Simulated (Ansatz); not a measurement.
## Cs in Ansatz: convergence with n extra bands

Input of the first run (n extra bands 1); the others differ in this setting and in those tied to it:

input.yaml

```yaml
crystal:
  lattice:
    - [-3.1284650614, 3.1284650614, 3.1284650614]
    - [3.1284650614, -3.1284650614, 3.1284650614]
    - [3.1284650614, 3.1284650614, -3.1284650614]
  atoms:
    - { symbol: Cs, position: [0.0, 0.0, 0.0] }
kpoints:
  mp_grid: { grid: [6, 6, 6] }
scf:
  occupations: { method: fermi_dirac, width: 0.05 }
  n_extra_bands: 1
hamiltonian:
  xc: pbesol
  pseudopotentials: { kind: all_electron, lapw: { basis_error: 0.001 } }
output:
  forces: true
  stress: true
  eigenvalues: true
```

Potentials or basis: all-electron LAPW, scalar-relativistic.

The run is started by

```bash
$ ansatz run input.yaml --threads 1 --pin off --max-ram 3072MiB --backend cpu --events-out ev --progress --plain --runs-dir out
```

Hardware: 1 thread of Intel(R) Xeon(R) Processor @ 2.50GHz (Skylake/Cascade Lake), on a shared host.

| n extra bands | energy less the tightest run, at zero smearing (meV/atom) | SCF cycles | CPU time (s) | peak memory (GiB) |
| --- | --- | --- | --- | --- |
| 1 | 0.00 | 5 | 2.2 | 0.22 |
| 2 | 0.00 | 5 | 1.8 | 0.22 |
| 4 | 0.00 | 5 | 2.3 | 0.21 |
| 8 | 0.00 | 5 | 2.9 | 0.22 |

Against the tightest run, the energy stays within 1 meV/atom from 1 on. The tightest run that finished is the yardstick and may itself not be fully converged.

The run has no spin-orbit coupling, so splittings on Cs are missing.
